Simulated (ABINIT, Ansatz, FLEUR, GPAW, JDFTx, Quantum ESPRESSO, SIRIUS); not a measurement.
One calculation of WC, 7 ways

```
CELL_PARAMETERS angstrom
2.90650 0.00000 0.00000
-1.45325 2.51710 0.00000
0.00000 0.00000 2.83660
ATOMIC_POSITIONS crystal
W 0.00594 0.00668 0.01947
C 0.68209 0.32485 0.51994
```

Atoms were shifted at random by some hundredths of an Å from the given cell, which wasn't relaxed again for these runs.

Alike in all runs: task single point; functional PBEsol; k mesh 10 × 10 × 9; occupations fermi-dirac, width 0.05 eV; no spin polarisation; no spin-orbit coupling. Pressure is positive in compression and, in plane waves, holds the error of the finite cutoff.

```tsv
program and potentials	plane-wave cutoff (eV)	notes	pressure (GPa)	largest force (eV/Å)	energy over the undisturbed cell (meV/atom)
SIRIUS, PseudoDojo 0.4.1 PBEsol standard (scalar relativistic)	1127	-	-2.46	1.028	-
JDFTx, PseudoDojo-SR-PBEsol-0.4.1-standard with smoothed tails	1116	-	-2.47	1.028	15.98
ABINIT, PseudoDojo NC SR PBEsol v0.4.1 standard	1116	-	-2.47	1.028	15.98
GPAW, PAW data sets generated for this functional	800	-	-3.33	1.028	15.99
Quantum ESPRESSO, GBRV 1.5 PBEsol	762	-	-1.93	1.036	16.10
Ansatz, all-electron LAPW, scalar-relativistic	-	-	?	?	-
FLEUR, all-electron, FLAPW	-	-	-	1.025	-
```

Estimate from the other rows what the run with Ansatz, all-electron LAPW, scalar-relativistic gave.

Pressure -2.78 GPa; largest force 1.024 eV/Å. The other rows, which needn't bracket it: pressure -3.33 to -1.93; largest force 1.025 to 1.036; energy over the undisturbed cell 15.98 to 16.10.
